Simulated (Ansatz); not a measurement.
# Tungsten, beta-Sn type under PBEsol: ground state and equation of state, part 1 of 2

What does PBEsol give for tungsten in the beta-Sn type structure? We relax it, solve it on a dense k-mesh, then scale the cell to 7 volumes from 88 to 112 % of the relaxed one and try a fit of the equation of state. Spin polarisation is left out. The k-meshes are 13×13×9 for the relaxation; 22×22×12 for the dense run; 15×15×8 for the volumes.

Method: DFT PBEsol, plane waves (420 eV) with PAW, scalar-relativistic; the PAW data stem from PBE, with regenerated cores, in Ansatz 0.2.0.

**1. The starting structure**

Symmetry: I4_1/amd, No. 141, tetragonal system. The conventional cell has a = 4.958 Å, b = 4.958 Å, c = 2.707 Å, α = 90.00°, β = 90.00°, γ = 90.00°. Around W (site symmetry -4m2) lie 6 W at 2.57 to 2.71 Å.

As a file:

```xyz
2
Lattice="-2.4792 2.4792 1.3536 2.4792 -2.4792 1.3536 2.4792 2.4792 -1.3536" Properties=species:S:1:pos:R:3 pbc="T T T"
W     0.0000    0.0000    0.0000
W     0.0000    2.4792    0.6768
```

**2. Relaxing cell and atoms**

The input, input.yaml:

```yaml
crystal:
  lattice:
    - [-2.4791836024, 2.4791836024, 1.3536342469]
    - [2.4791836024, -2.4791836024, 1.3536342469]
    - [2.4791836024, 2.4791836024, -1.3536342469]
  atoms:
    - { symbol: W, position: [0.0, 0.0, 0.0] }
    - { symbol: W, position: [0.75, 0.25, 0.5] }
hamiltonian:
  xc: pbesol
  pseudopotentials:
    kind: paw
    azcp:
      W: "pseudopotentials/W.paw.azcp"
basis:
  ecutwfc: 420
  fft_grid_basis: typed
kpoints:
  mp_grid: { grid: [13, 13, 9], shift: [0, 0, 0] }
magnetization:
  spin_polarized: false
scf:
  occupations: { method: fermi_dirac, width: 0.1 }
relax:
  max_steps: 60
  f_tol: 0.01
  cell: {}
```

Standard output:

```text
Warning: <dir> the record states the generating functional pbe (its physics header spells it `PBE`), which answers neither for hamiltonian.xc's functional nor for the pbesol family's — results may be inconsistent (PPs are generated against a specific XC)
Warning: crystal.symmetry: narrowed to the stabiliser of the k-point mesh — unitary ops 16 → 4; excluded 12 operations that carry a point of the 13×13×9 mesh (shift [0, 0, 0]) off the mesh (the run samples exactly the mesh kpoints.mp_grid names, as under crystal.symmetry.detect: false, and its converged state has the mesh's symmetry, not the crystal's; ε∞, the Born charges and the force constants of a linear response (`dielectric:` by the response, `phonons.method: dfpt`) are averaged over those of the crystal's operations that the state keeps within a tolerance, where `mesh_tensors`, `unaveraged_element` or `gamma_mean_max_change_ev_ang2` stands beside them; a row that `dielectric.field_direction` solves alone is averaged likewise, with nothing beside; a Γ-centred mesh of equal divisions is mapped onto itself by every operation and keeps the whole group, as does a half-shifted one under kpoints.further_shifts: images)
Warning: RAYON_NUM_THREADS=2 ignored (pool sized by the plan → 2); use --threads N
Engine: ansatz 0.2.0, aarch64-unknown-linux-gnu
Pseudopotentials: kind: paw
Pseudopotential: W, paw, valence charge 14, recommended cutoff 420 eV (normal), <dir>
Functional definition: PBEsol
  exchange = pbesol_x
  correlation = pbesol_c
Crystal: 2 atoms, lattice volume = 33.280 Å³
Basis set: ecut = 420 eV, 673 PW (Γ), exchange–correlation on 54×54×54 points (8 copies of the dense FFT grid, shifted against one another)
Bands: 18, of which v1, the nominal top of the filled ones, is band 14 counted from 1 (13 counted from 0)
Symmetry: 4 space group operations
k-points: 413 of 1521
Non-local potential: W, projectors of the file, l = 0: 3, l = 1: 2, l = 2: 2, l = 3: 1
PAW form: soft (Blöchl's): semilocal exchange-correlation on the pseudo side does not see the compensation charge
PAW frozen core: W, regenerated for the run's functional, and the local potential with it (the file was generated under x = pbe(κ = 0.804, μ = 0.2195149727645171), c = pbe(β = 0.06672455060314922))
PAW one-centre angular grid: W, 590 points (default); XC on 64 Gauss nodes
Initial density: superposition of atomic densities (neutral atoms: chi_scale 0, normalization atom), corrected by the library's trained network
Initial wavefunctions: pseudopotential atomic-orbital guess
Functional: x = pbesol(κ = 0.804, μ = 0.12345679012345678), c = pbesol(β = 0.046)
SCF iter   1: F=—  HF=-20510.794504 eV  |F-HF|=—  |Δ(HF+E_count)|=         —  Δρ=5.32e-3  dr2=4.85e-3  ethr=1.77e-3  ⟨swp⟩=5.0  Hψ=31477  notcnv=0
preconditioner: auto → Kerker (q_TF=auto, 2.651 Å⁻¹)  [metal: Δε(μ)=0.005 eV  Ē_g=5.288 eV  σ=0.100 eV  W_gap=0.01  n_scr=16 (ndim 8)  ℏωp=22.3 eV  f_vac=0.000  D(μ)=1.70/eV (n_scr^D=16)]
SCF iter   2: F=—  HF=-20510.794633 eV  |F-HF|=—  |Δ(HF+E_count)|=   1.29e-4  Δρ=3.14e-3  dr2=1.73e-3  ethr=1.73e-5  ⟨swp⟩=1.8  Hψ=12330  notcnv=0
SCF iter   3: F=—  HF=-20510.794317 eV  |F-HF|=—  |Δ(HF+E_count)|=   3.16e-4  Δρ=2.62e-4  dr2=1.32e-5  ethr=6.17e-6  ⟨swp⟩=2.7  Hψ=12481  notcnv=0
SCF iter   4: F=—  HF=-20510.794318 eV  |F-HF|=—  |Δ(HF+E_count)|=   8.24e-7  Δρ=7.02e-5  dr2=1.42e-6  ethr=4.71e-8  ⟨swp⟩=2.2  Hψ=13166  notcnv=0
iter 5 did not close the SCF: its close was put off for the readings that it lacked (scf_convergence_deferred on its scf_iter line)
SCF iter   5: F=-20510.794318 eV  HF=-20510.794318 eV  |F-HF|=1.91e-8  |Δ(HF+E_count)|=   2.56e-7  Δρ=1.28e-5  dr2=4.27e-8  ethr=5.08e-9  ⟨swp⟩=2.3  Hψ=9441  notcnv=0
SCF iter   6: F=-20510.794318 eV  HF=-20510.794318 eV  |F-HF|=2.51e-10  |Δ(HF+E_count)|=   1.25e-8  Δρ=1.86e-6  dr2=7.11e-10  ethr=1.53e-10  ⟨swp⟩=2.3  Hψ=24671  notcnv=0
SCF 1 converged in 6 iterations: F = -20510.794318 eV  dr2 = 7.11e-10
relax step   1: F+E_penalty+E_count = -20510.79431755 eV  Δ(F+E_penalty+E_count) = +0.000e0 eV  max|allowed force component| = 3.608e-4 eV/Å  Δτ_max = 0.0000 Å  P = +6.717 GPa  Ω = 33.280 Å³  (6 SCF iters, dr2 threshold 1.00e-7 eV, accepted)
Crystal: 2 atoms, lattice volume = 35.439 Å³
Basis set: ecut = 420 eV, 693 PW (Γ), exchange–correlation on 54×54×54 points (8 copies of the dense FFT grid, shifted against one another)
Initial density: handed on by an earlier stage of this run
Initial wavefunctions: those handed on with the density
iter 1 solved again at ethr=6.74e-5 eV; its pass at ethr=3.10e-3 eV (dr2=1.89e-2 eV) is discarded
SCF iter   1: F=—  HF=-20510.808260 eV  |F-HF|=—  |Δ(HF+E_count)|=         —  Δρ=7.35e-3  dr2=1.99e-2  ethr=6.74e-5  ⟨swp⟩=1.1  Hψ=44188  notcnv=0
preconditioner: auto → none  [metal: Δε(μ)=0.006 eV  Ē_g=4.942 eV  σ=0.100 eV  W_gap=0.01  n_scr=8 (ndim 8)  ℏωp=21.6 eV  f_vac=0.000  D(μ)=1.96/eV (n_scr^D=16)]
SCF iter   2: F=—  HF=-20510.800887 eV  |F-HF|=—  |Δ(HF+E_count)|=   7.37e-3  Δρ=1.98e-3  dr2=9.29e-4  ethr=6.74e-5  ⟨swp⟩=2.5  Hψ=10721  notcnv=0
SCF iter   3: F=—  HF=-20510.800737 eV  |F-HF|=—  |Δ(HF+E_count)|=   1.50e-4  Δρ=5.03e-4  dr2=2.30e-5  ethr=3.32e-6  ⟨swp⟩=2.4  Hψ=10866  notcnv=0
SCF iter   4: F=—  HF=-20510.800755 eV  |F-HF|=—  |Δ(HF+E_count)|=   1.76e-5  Δρ=3.54e-5  dr2=4.86e-7  ethr=8.22e-8  ⟨swp⟩=2.3  Hψ=13383  notcnv=0
iter 5 did not close the SCF: its close was put off for the readings that it lacked (scf_convergence_deferred on its scf_iter line)
SCF iter   5: F=-20510.800755 eV  HF=-20510.800755 eV  |F-HF|=6.71e-8  |Δ(HF+E_count)|=   1.06e-7  Δρ=1.35e-5  dr2=9.09e-8  ethr=1.74e-9  ⟨swp⟩=2.2  Hψ=12010  notcnv=0
SCF iter   6: F=-20510.800755 eV  HF=-20510.800755 eV  |F-HF|=4.33e-10  |Δ(HF+E_count)|=   2.21e-8  Δρ=3.67e-6  dr2=2.05e-9  ethr=3.25e-10  ⟨swp⟩=2.0  Hψ=25040  notcnv=0
SCF 2 converged in 6 iterations: F = -20510.800755 eV  dr2 = 2.05e-9
relax step   2: F+E_penalty+E_count = -20510.80075473 eV  Δ(F+E_penalty+E_count) = -6.437e-3 eV  max|allowed force component| = 5.040e-3 eV/Å  Δτ_max = 0.0002 Å  P = -8.562 GPa  Ω = 35.439 Å³  energy of the carried Pulay correction = -7.707e-4 eV  (6 SCF iters, dr2 threshold 2.00e-7 eV, accepted)
Crystal: 2 atoms, lattice volume = 34.307 Å³
Basis set: ecut = 420 eV, 675 PW (Γ), exchange–correlation on 54×54×54 points (8 copies of the dense FFT grid, shifted against one another)
iter 1 solved again at ethr=3.58e-6 eV; its pass at ethr=3.10e-3 eV (dr2=1.00e-3 eV) is discarded
SCF iter   1: F=—  HF=-20510.837927 eV  |F-HF|=—  |Δ(HF+E_count)|=         —  Δρ=1.94e-3  dr2=1.08e-3  ethr=3.58e-6  ⟨swp⟩=2.2  Hψ=47532  notcnv=0
preconditioner: auto → none  [metal: Δε(μ)=0.006 eV  Ē_g=5.113 eV  σ=0.100 eV  W_gap=0.02  n_scr=8 (ndim 8)  ℏωp=22.0 eV  f_vac=0.000  D(μ)=1.86/eV (n_scr^D=16)]
SCF iter   2: F=—  HF=-20510.837611 eV  |F-HF|=—  |Δ(HF+E_count)|=   3.16e-4  Δρ=6.55e-4  dr2=6.96e-5  ethr=3.58e-6  ⟨swp⟩=2.6  Hψ=11406  notcnv=0
SCF iter   3: F=—  HF=-20510.837619 eV  |F-HF|=—  |Δ(HF+E_count)|=   7.38e-6  Δρ=1.71e-4  dr2=2.90e-6  ethr=2.49e-7  ⟨swp⟩=2.6  Hψ=11296  notcnv=0
SCF iter   4: F=—  HF=-20510.837621 eV  |F-HF|=—  |Δ(HF+E_count)|=   2.59e-6  Δρ=3.40e-5  dr2=9.14e-7  ethr=1.03e-8  ⟨swp⟩=2.8  Hψ=13368  notcnv=0
iter 5 did not close the SCF: its close was put off for the readings that it lacked (scf_convergence_deferred on its scf_iter line)
SCF iter   5: F=-20510.837621 eV  HF=-20510.837621 eV  |F-HF|=1.15e-9  |Δ(HF+E_count)|=   2.76e-7  Δρ=6.85e-6  dr2=7.35e-9  ethr=3.27e-9  ⟨swp⟩=2.1  Hψ=10648  notcnv=0
SCF iter   6: F=-20510.837621 eV  HF=-20510.837621 eV  |F-HF|=5.09e-11  |Δ(HF+E_count)|=  4.69e-10  Δρ=1.71e-6  dr2=2.96e-10  ethr=2.62e-11  ⟨swp⟩=1.7  Hψ=21417  notcnv=0
SCF 3 converged in 6 iterations: F = -20510.837621 eV  dr2 = 2.96e-10
relax step   3: F+E_penalty+E_count = -20510.83762095 eV  Δ(F+E_penalty+E_count) = -3.687e-2 eV  max|allowed force component| = 4.817e-3 eV/Å  Δτ_max = 0.0003 Å  P = -1.277 GPa  Ω = 34.307 Å³  energy of the carried Pulay correction = -3.815e-4 eV  (6 SCF iters, dr2 threshold 2.00e-7 eV, accepted)
[... from here on, the SCF cycles and remarks between the steps are left out ...]
relax step   4: F+E_penalty+E_count = -20510.85825244 eV  Δ(F+E_penalty+E_count) = -2.063e-2 eV  max|allowed force component| = 9.324e-3 eV/Å  Δτ_max = 0.0007 Å  P = +0.703 GPa  Ω = 34.014 Å³  energy of the carried Pulay correction = -2.817e-4 eV  (6 SCF iters, dr2 threshold 2.00e-7 eV, accepted)
relax step   5: F+E_penalty+E_count = -20511.07390901 eV  Δ(F+E_penalty+E_count) = -2.157e-1 eV  max|allowed force component| = 1.152e-2 eV/Å  Δτ_max = 0.0004 Å  P = +2.333 GPa  Ω = 33.579 Å³  energy of the carried Pulay correction = -1.311e-4 eV  (6 SCF iters, dr2 threshold 2.00e-7 eV, accepted)
relax step   6: F+E_penalty+E_count = -20511.50419520 eV  Δ(F+E_penalty+E_count) = -4.303e-1 eV  max|allowed force component| = 7.483e-3 eV/Å  Δτ_max = 0.0006 Å  P = +1.308 GPa  Ω = 33.238 Å³  energy of the carried Pulay correction = -1.376e-5 eV  (6 SCF iters, dr2 threshold 2.00e-7 eV, accepted)
relax step   7: F+E_penalty+E_count = -20511.98885075 eV  Δ(F+E_penalty+E_count) = -4.847e-1 eV  max|allowed force component| = 5.747e-3 eV/Å  Δτ_max = 0.0004 Å  P = +2.806 GPa  Ω = 32.493 Å³  energy of the carried Pulay correction = +2.496e-4 eV  (6 SCF iters, dr2 threshold 2.00e-7 eV, accepted)
relax step   8: F+E_penalty+E_count = -20512.35603289 eV  Δ(F+E_penalty+E_count) = -3.672e-1 eV  max|allowed force component| = 1.083e-3 eV/Å  Δτ_max = 0.0009 Å  P = +4.385 GPa  Ω = 31.831 Å³  energy of the carried Pulay correction = +4.907e-4 eV  (6 SCF iters, dr2 threshold 2.00e-7 eV, accepted)
relax step   9: F+E_penalty+E_count = -20512.49819374 eV  Δ(F+E_penalty+E_count) = -1.422e-1 eV  max|allowed force component| = 1.789e-3 eV/Å  Δτ_max = 0.0007 Å  P = +1.046 GPa  Ω = 31.788 Å³  energy of the carried Pulay correction = +4.946e-4 eV  (6 SCF iters, dr2 threshold 2.00e-7 eV, accepted)
relax step  10: F+E_penalty+E_count = -20512.49981496 eV  Δ(F+E_penalty+E_count) = -1.621e-3 eV  max|allowed force component| = 1.906e-4 eV/Å  Δτ_max = 0.0019 Å  P = -0.102 GPa  Ω = 31.868 Å³  energy of the carried Pulay correction = +4.645e-4 eV  (6 SCF iters, dr2 threshold 2.00e-7 eV, accepted)
relax step  11: F+E_penalty+E_count = -20512.49984004 eV  Δ(F+E_penalty+E_count) = -2.508e-5 eV  max|allowed force component| = 2.208e-3 eV/Å  Δτ_max = 0.0011 Å  P = +0.080 GPa  Ω = 31.848 Å³  energy of the carried Pulay correction = +4.720e-4 eV  (6 SCF iters, dr2 threshold 1.17e-7 eV, accepted)
relax step  12: F+E_penalty+E_count = -20512.49984613 eV  Δ(F+E_penalty+E_count) = -6.082e-6 eV  max|allowed force component| = 6.217e-4 eV/Å  Δτ_max = 0.0001 Å  P = -0.000 GPa  Ω = 31.857 Å³  energy of the carried Pulay correction = +4.688e-4 eV  (6 SCF iters, dr2 threshold 4.86e-8 eV, accepted)
relax step  13: F+E_penalty+E_count = -20512.54362260 eV  Δ(F+E_penalty+E_count) = -4.378e-2 eV  max|allowed force component| = 7.217e-4 eV/Å  Δτ_max = 0.0000 Å  P = +1.940 GPa  Ω = 31.857 Å³  stress off target by 5.53e0 GPa  SCF on the basis re-selected at this cell (its energy is not comparable with the rows above)  (6 SCF iters)
relax step  14: F+E_penalty+E_count = -20512.54985860 eV  Δ(F+E_penalty+E_count) = -6.236e-3 eV  max|allowed force component| = 8.391e-3 eV/Å  Δτ_max = 0.0020 Å  P = +0.335 GPa  Ω = 31.997 Å³  energy of the carried Pulay correction = -4.885e-5 eV  (6 SCF iters, dr2 threshold 2.00e-7 eV, accepted)
relax step  15: F+E_penalty+E_count = -20512.55057854 eV  Δ(F+E_penalty+E_count) = -7.199e-4 eV  max|allowed force component| = 7.974e-4 eV/Å  Δτ_max = 0.0023 Å  P = -0.017 GPa  Ω = 32.026 Å³  energy of the carried Pulay correction = -5.896e-5 eV  (6 SCF iters, dr2 threshold 2.00e-7 eV, accepted)
relax step  16: F+E_penalty+E_count = -20512.55058879 eV  Δ(F+E_penalty+E_count) = -1.024e-5 eV  max|allowed force component| = 9.534e-5 eV/Å  Δτ_max = 0.0007 Å  P = +0.007 GPa  Ω = 32.023 Å³  energy of the carried Pulay correction = -5.746e-5 eV  (6 SCF iters, dr2 threshold 4.31e-8 eV, accepted)
Basis set: ecut = 420 eV, 603 PW (Γ), exchange–correlation on 40×40×64 points (8 copies of the dense FFT grid, shifted against one another)
iter 1 solved again at ethr=2.33e-8 eV; its pass at ethr=3.10e-3 eV (dr2=6.52e-6 eV) is discarded
SCF iter   1: F=—  HF=-20512.550658 eV  |F-HF|=—  |Δ(HF+E_count)|=         —  Δρ=8.23e-5  dr2=8.01e-8  ethr=2.33e-8  ⟨swp⟩=3.8  Hψ=54415  notcnv=0
preconditioner: auto → none  [metal: Δε(μ)=0.006 eV  Ē_g=5.603 eV  σ=0.100 eV  W_gap=0.02  n_scr=4 (ndim 8)  ℏωp=22.7 eV  f_vac=0.000  D(μ)=1.13/eV (n_scr^D=4)]
SCF iter   2: F=—  HF=-20512.550649 eV  |F-HF|=—  |Δ(HF+E_count)|=   8.96e-6  Δρ=4.09e-5  dr2=1.87e-8  ethr=2.86e-10  ⟨swp⟩=1.7  Hψ=9374  notcnv=0
SCF iter   3: F=—  HF=-20512.550649 eV  |F-HF|=—  |Δ(HF+E_count)|=   1.96e-9  Δρ=1.35e-6  dr2=1.28e-10  ethr=6.69e-11  ⟨swp⟩=1.1  Hψ=7625  notcnv=0
iter 4 did not close the SCF: its close was put off for the readings that it lacked (scf_convergence_deferred on its scf_iter line)
SCF iter   4: F=-20512.550649 eV  HF=-20512.550649 eV  |F-HF|=7.28e-12  |Δ(HF+E_count)|=  7.28e-12  Δρ=3.04e-7  dr2=5.07e-12  ethr=1.00e-12  ⟨swp⟩=2.4  Hψ=11254  notcnv=0
iter 5 did not close the SCF: its close was put off for the readings that it lacked (scf_convergence_deferred on its scf_iter line)
SCF iter   5: F=-20512.550649 eV  HF=-20512.550649 eV  |F-HF|=7.28e-12  |Δ(HF+E_count)|=  3.64e-12  Δρ=1.98e-8  dr2=7.58e-14  ethr=1.00e-12  ⟨swp⟩=1.0  Hψ=7434  notcnv=0
iter 6 did not close the SCF: its close was put off for the readings that it lacked (scf_convergence_deferred on its scf_iter line)
SCF iter   6: F=-20512.550649 eV  HF=-20512.550649 eV  |F-HF|=0.00e0  |Δ(HF+E_count)|=  7.28e-12  Δρ=4.47e-9  dr2=2.91e-15  ethr=1.00e-12  ⟨swp⟩=1.0  Hψ=7434  notcnv=0
iter 7 did not close the SCF: its close was put off for the readings that it lacked (scf_convergence_deferred on its scf_iter line)
SCF iter   7: F=-20512.550649 eV  HF=-20512.550649 eV  |F-HF|=0.00e0  |Δ(HF+E_count)|=  1.46e-11  Δρ=9.81e-10  dr2=1.82e-16  ethr=1.00e-12  ⟨swp⟩=1.0  Hψ=7434  notcnv=0
SCF iter   8: F=-20512.550649 eV  HF=-20512.550649 eV  |F-HF|=1.09e-11  |Δ(HF+E_count)|=  1.09e-11  Δρ=2.38e-10  dr2=5.60e-18  ethr=1.00e-12  ⟨swp⟩=2.4  Hψ=19336  notcnv=0
SCF 17 converged in 8 iterations: F = -20512.550649 eV  dr2 = 5.60e-18
relax step  17: F+E_penalty+E_count = -20512.55064913 eV  Δ(F+E_penalty+E_count) = -6.035e-5 eV  max|allowed force component| = 9.679e-5 eV/Å  Δτ_max = 0.0000 Å  P = +0.006 GPa  Ω = 32.023 Å³  stress off target by 2.01e-2 GPa  SCF on the basis re-selected at this cell (its energy is not comparable with the rows above)  (8 SCF iters)
basis re-selected at this cell: Δ(F+E_penalty+E_count) = -6.035e-5 eV, ΔP = -0.002 GPa vs the last step (what re-selecting the basis moved, of the pressure what is left beyond the Pulay correction that the steps carried, after the strain that the cell walked since its last selection, with what the two solves' SCF thresholds leave and, on support functions, any second-order correction that the steps lacked; it is no measure of the basis error at this ecutwfc). The dense FFT grid was sized anew with the basis: this SCF ran on 20×20×32 points, the steps before it on 24×24×32, so part of this shift can come from that change (see relax.cell in the input reference). This SCF's stress stands 2.01e-2 GPa from its target on what of the cell is left free (relax.cell.stress_tol is 5.00e-2 GPa) and its largest allowed force component is 9.68e-5 eV/Å (relax.f_tol is 1.00e-2 eV/Å): within both
SCF converged after 8 iterations
Free energy (F): -20512.550649 eV
Harris-Foulkes:  -20512.550649 eV  (|F-HF|=1.09e-11)
Internal energy: -20512.513186 eV  (E = F + TS)
E sigma→0 (E₀):  -20512.531917 eV
Entropy (-TS):   -0.037464 eV (-18.732 meV/atom)
Fermi energy:    21.880626 eV
--- Per-component energies (eV) ---
  E_band       = -173.060496
  E_kinetic    = 900.858483
  E_local      = -1229.962632  (includes V_loc(G=0)·N_el)
  E_nonlocal   = 6.951915
  E_hartree    = 440.300843
  E_xc         = -530.297052
  E_vxc        = -477.097898  (∫ρ·V_xc dr)
  E_paw        = -16872.303441  (= ΣΔE_a)
  E_vpaw       = -254.411925  (= ΣTr[D̂ρ^β])
  E_aug_tail   = -0.000124  (compensation charges beyond the density's cutoff)
  E_ewald      = -3228.504761
  E_core_change = 0.443584  (= ΣΔE_core)
  E_smearing   = -0.037464  (= −TS)
  E_closure    = 0.000000  (closes the sum)
  Σ components = -20512.550649   (vs F -20512.550649, Δ=0.00e0)
--- Forces (eV/Å), atoms counted from 1 ---
  atom   1  W      0.00009679    -0.00009679    -0.00000000
  atom   2  W     -0.00009679     0.00009679     0.00000000
  max |Σ_I F_I| component: 0.00e0 eV/Å
--- Stress (GPa, compression-positive) ---
        0.007572       0.003623      -0.008929
        0.003623       0.007572      -0.008929
       -0.008929      -0.008929       0.002087
  P = ⅓ Tr σ = 0.0057 GPa (0.057 kbar)
--- Relaxed structure (15 steps of the walk, 15 accepted, 2 SCFs on fresh bases) ---
  F+E_penalty+E_count = -20512.55064913 eV   max|allowed force component| = 9.679e-5 eV/Å   (the final SCF, on the basis selected at the relaxed cell)
  cell:  # Å, volume = 32.0226 Å³
    - [-1.8875023084082596, 1.8879129919421465, 1.3339091072363254]
    - [1.8879129919421465, -1.8875023084082596, 1.3339091072363254]
    - [3.179121880904543, 3.179121880904543, -1.3331569395918381]
  atoms:
    - { symbol: W, position: [5.968266249351041e-5, -5.968266249351041e-5, -1.9224605140411112e-27] }
    - { symbol: W, position: [0.7499403173375064, 0.25005968266249345, 0.4999999999999999] }
```

Run time: 1.7 min. Hardware: 2 threads of an Arm CPU, shared host; peak memory 0.5 GiB.

The walk, from the log:

```
step  energy change (meV/atom)  largest force (eV/Å)  pressure (GPa)  volume (Å³/atom)
   1                      0.00                0.0004            6.72            16.640
   2                     -3.22                0.0050           -8.56            17.720
   3                    -21.65                0.0048           -1.28            17.153
   4                    -31.97                0.0093            0.70            17.007
   5                   -139.80                0.0115            2.33            16.789
   6                   -354.94                0.0075            1.31            16.619
   7                   -597.27                0.0057            2.81            16.247
   8                   -780.86                0.0011            4.39            15.915
   9                   -851.94                0.0018            1.05            15.894
  10                   -852.75                0.0002           -0.10            15.934
  11                   -852.76                0.0022            0.08            15.924
  12                   -852.76                0.0006            0.00            15.929
  13                   -874.65                0.0007            1.94            15.929
  14                   -877.77                0.0084            0.33            15.998
  15                   -878.13                0.0008           -0.02            16.013
  16                   -878.14                0.0001            0.01            16.011
  17                   -878.17                0.0001            0.01            16.011
```

Steps that repeat a cell are solved on a basis chosen anew, so their changes of energy are no gain of the relaxation.

Changes in the cell that was computed:

|  | before | after | change |
| --- | --- | --- | --- |
| a (Å) | 3.758 | 2.984 | -20.6 % |
| b (Å) | 3.758 | 2.984 | -20.6 % |
| c (Å) | 3.758 | 4.689 | +24.8 % |
| α (°) | 97.45 | 97.29 | -0.2 % |
| β (°) | 97.45 | 97.29 | -0.2 % |
| γ (°) | 137.78 | 126.90 | -7.9 % |
| volume (Å³/atom) | 16.640 | 16.011 | -3.8 % |
| shortest distance (Å) | 2.570 | 2.668 | +3.8 % |
| space group (spins left aside) | I4_1/amd | Fddd | changed |

(Continued in part 2 of 2.)
